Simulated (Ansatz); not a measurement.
## Zn under changes of volume

One of the cells (14.444 Å³/atom); the others are scaled copies at fixed shape and fractional positions:

```
Zn
1.0
     2.26817   -1.30849    0.00000
     2.26817    1.30849    0.00000
    -1.59172    0.00000    7.30041
Zn
3
Direct
  0.77802 0.77802 0.33450
  0.22198 0.22198 0.66550
  0.00000 0.00000 0.00000
```

This isn't the form of Zn at room conditions, which is hcp.

| Quantity | Value |
| --- | --- |
| Program | Ansatz 0.2.0 |
| Functional | r2SCAN |
| Potentials or basis | Ansatz PAW |
| Cutoff | 500 eV (not typed: the program's choice for these potentials) |
| k mesh | 12 × 12 × 4 |
| Occupations | fermi-dirac, width 0.05 eV |
| Spin | no spin polarisation |

```csv
volume (Å³/atom),energy over the lowest point (meV/atom),pressure (GPa),largest force (eV/Å)
13.578,15.66,6.3,0.013
13.867,6.49,3.9,0.010
14.156,1.42,1.8,0.007
14.444,0.00,-0.1,0.005
14.733,?,?,?
15.022,6.47,-3.3,0.004
15.311,13.62,-4.6,0.005
```

Question: What does the run at 14.733 Å³/atom give?

Answer: Energy over the lowest point 1.81 meV/atom; pressure -1.8 GPa; largest force 0.004 eV/Å.

Worked out: A Birch-Murnaghan fit of order 3 (a polynomial in V^(-2/3)) to the other rows has its minimum at 14.42 Å³/atom with B0 = V·E''(V) = 90 GPa and B' = 5.2 at fixed shape and positions, which overstates the stiffness. It gives 1.81 meV/atom at 14.733 Å³/atom, against the run's 1.81, and -dE/dV = -1.8 GPa, against -1.8.

Energies are extrapolated to zero smearing.

Caveats: the PAW data sets come from PBE, with cores solved anew for the run's functional, which leaves a small shift of forces and pressure.
